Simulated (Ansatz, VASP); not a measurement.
**Ir in VASP and in Ansatz**

Contents of INCAR:

```
SYSTEM = Ir
ALGO = Fast
EDIFF = 1E-6
ENCUT = 520
GGA = PS
ISIF = 2
ISMEAR = -1
LASPH = .True.
LCHARG = .False.
LREAL = .False.
LWAVE = .False.
NBANDS = 16
NELM = 80
PREC = Accurate
SIGMA = 0.1
```

Contents of KPOINTS:

```
k-points
0
Gamma
  14 14 8
  0 0 0
```

POSCAR

```
Ir
1.0
    1.3798640000      2.3899920000      0.0000000000
   -1.3798640000      2.3899920000      0.0000000000
    0.0000000000      0.0000000000      4.3672400000
Ir
2
Direct
    0.3333300000      0.3333400000      0.2500000000
    0.6666600000      0.6666700000      0.7500000000
```

Input for Ansatz:

```yaml
crystal:
  lattice:
    - [1.379864, 2.389992, 0.0]
    - [-1.379864, 2.389992, 0.0]
    - [0.0, 0.0, 4.36724]
  atoms:
    - { symbol: Ir, position: [0.33333, 0.33334, 0.25] }
    - { symbol: Ir, position: [0.66666, 0.66667, 0.75] }
  symmetry: { tolerance: 0.0003 }
kpoints:
  mp_grid: { grid: [14, 14, 8], shift: [0, 0, 0] }
  band_path:
    path:
      - [0.0, 0.0, 0.0]
      - [0.5, 0.0, 0.0]
      - [0.66666667, 0.33333333, 0.0]
      - [0.0, 0.0, 0.0]
      - [0.0, 0.0, 0.5]
      - [0.5, 0.0, 0.5]
      - [0.66666667, 0.33333333, 0.5]
      - [0.0, 0.0, 0.5]
      - [0.5, 0.0, 0.5]
      - [0.5, 0.0, 0.0]
      - [0.66666667, 0.33333333, 0.5]
    npoints: 6
magnetization:
  spin_polarized: false
scf:
  occupations: { method: fermi_dirac }
  lower_state_search: "off"
  max_iter: 200
hamiltonian:
  pseudopotentials: { kind: paw }
  xc: pbesol
basis:
  ecutwfc: 420
  fft_grid_basis: typed
output:
  forces: true
  stress: true
  eigenvalues: true
  bader: true
  populations: true
  elf: true
  write_potential: true
  volumetric_format: npy
  dos:
    e_range: [-12, 8]
    de: 0.05
    projected: { site_lists: { Ir: [Ir] } }
checkpoint:
  read: saved_state
```

Alike in both runs: task single point; functional PBEsol; k mesh 14 × 14 × 8; no spin polarisation.

|  | VASP | Ansatz |
| --- | --- | --- |
| version | VASP 6.6.1 | Ansatz 0.2.0 |
| potentials or method | VASP PAW PBE potentials, release 64 (Ir) | PAW plane waves |
| plane-wave cutoff (eV) | 520 | 420 |
| occupations | fermi-dirac, width 0.1 eV | fermi-dirac |
| valence electrons in the cell | 18 | 34 |

```csv
,VASP,Ansatz,Ansatz less VASP
pressure (GPa),-5.8,-6.6,-0.85
largest component of the traceless stress (GPa),5.24,5.19,-0.055
```

The two sets of potentials don't hold the same shells in valence. Ansatz warned: «structure_snapped_to_symmetry».

Caveats: the PAW data sets were made with another functional, which shifts forces and pressure a little (VASP). Spin-orbit coupling is left out, which matters for the levels of Ir.
